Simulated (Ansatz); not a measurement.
Crystal: HfO2.

```
CELL_PARAMETERS angstrom
5.55640 0.00000 0.00000
0.00000 3.33360 0.00000
0.00000 0.00000 6.50500
ATOMIC_POSITIONS crystal
Hf 0.74868 0.75000 0.60787
Hf 0.25132 0.25000 0.39213
Hf 0.24868 0.75000 0.89213
Hf 0.75132 0.25000 0.10787
O 0.63950 0.25000 0.42340
O 0.36050 0.75000 0.57660
O 0.13950 0.25000 0.07660
O 0.86050 0.75000 0.92340
O 0.52079 0.25000 0.84145
O 0.47921 0.75000 0.15855
O 0.02079 0.25000 0.65855
O 0.97921 0.75000 0.34145
```

Measurements of this composition are mostly on another form, of space group No. 14.

```yaml
Program: Ansatz 0.2.0
Task: relaxation of cell and atoms
Functional: PBEsol
Potentials_or_basis: Ansatz PAW
Cutoff: "420 eV (not typed: the program's choice for these potentials)"
k_mesh: 5 × 8 × 4
Occupations: fermi-dirac, width 0.05 eV
Spin: no spin polarisation
```

At the start: volume 10.04 Å³/atom.

Where does the relaxation end?

It ends after 9 steps and the volume is 9.79 Å³/atom (-2.5 %); space group Pnma (No. 62, to 0.05 Å).

Step by step:
| step | energy change (eV) | largest force (eV/Å) | volume (Å³) |
| --- | --- | --- | --- |
| 1 | 0.0000 | 0.0211 | 120.49 |
| 2 | -0.0634 | 0.2134 | 117.07 |
| 3 | -0.0677 | 0.0954 | 117.77 |
| 4 | -0.0716 | 0.0609 | 117.53 |
| 5 | -0.0724 | 0.0173 | 117.61 |
| 6 | -0.0727 | 0.0050 | 117.59 |
| 7 | -0.0567 | 0.0051 | 117.59 |
| 8 | -0.0575 | 0.0006 | 117.48 |
| 9 | -0.0566 | 0.0008 | 117.48 |

Final structure:
```
Hf O
1.0
     5.52699    0.00000    0.00000
     0.00000    3.29378    0.00000
     0.00000    0.00000    6.45305
Hf O
4 8
Direct
  0.74682 0.75000 0.61130
  0.25318 0.25000 0.38870
  0.24682 0.75000 0.88870
  0.75318 0.25000 0.11130
  0.64035 0.25000 0.42544
  0.35965 0.75000 0.57456
  0.14035 0.25000 0.07456
  0.85965 0.75000 0.92544
  0.52361 0.25000 0.83944
  0.47639 0.75000 0.16056
  0.02361 0.25000 0.66056
  0.97639 0.75000 0.33944
```

Caveat: the plane-wave basis is chosen anew once the cell has moved, so the energies of steps on either side of that aren't comparable; the pressure holds a Pulay correction of +1.0 GPa for the finite cutoff; the PAW data sets come from PBE, with cores solved anew for the run's functional, which leaves a small shift of forces and pressure.
